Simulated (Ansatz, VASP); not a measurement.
**HgTe: VASP beside Ansatz**

```xyz
2
Lattice="0.0000 3.0771 3.0771 3.0771 0.0000 3.0771 3.0771 3.0771 0.0000" Properties=species:S:1:pos:R:3 pbc="T T T"
Hg    0.0000    0.0000    0.0000
Te    3.0771    3.0771    3.1271
```

Change from the starting cell: all Te atoms moved -0.050 Å, as atom 2 towards its neighbour atom 1 (Hg) at 3.077 Å.

Alike in both runs: task single point; functional PBEsol; k mesh 14 × 14 × 14; occupations gaussian, width 0.15 eV; no spin polarisation.

|  | VASP | Ansatz |
| --- | --- | --- |
| version | VASP 6.6.1 | Ansatz 0.2.0 |
| potentials or method | VASP PAW PBE potentials, release 64 (Hg, Te) | scalar-relativistic, plane waves, PAW |
| plane-wave cutoff (eV) | 520 | 420 |
| valence electrons in the cell | 18 | 36 |

|  | VASP | Ansatz | Ansatz less VASP |
| --- | --- | --- | --- |
| gap on the k mesh at the Fermi level (eV) | none | none | - |
| pressure (GPa) | -3.4 | -3.5 | -0.14 |
| largest component of the traceless stress (GPa) | 0.08 | 0.08 | -0.001 |
| rms of the force components (eV/Å) | 0.040 | 0.039 | -0.0009 |

Atom by atom the forces differ by 0.001 eV/Å (rms over components). A gap of «none» marks a metal or a gap that the smearing closes. With one functional, cell and mesh, what is left measures potentials, basis and numerics. The two sets of potentials don't hold the same shells in valence.

Caveats: the PAW data sets were made with another functional, which shifts forces and pressure a little (VASP). Spin-orbit coupling is left out, which matters for the levels of Hg, Te.
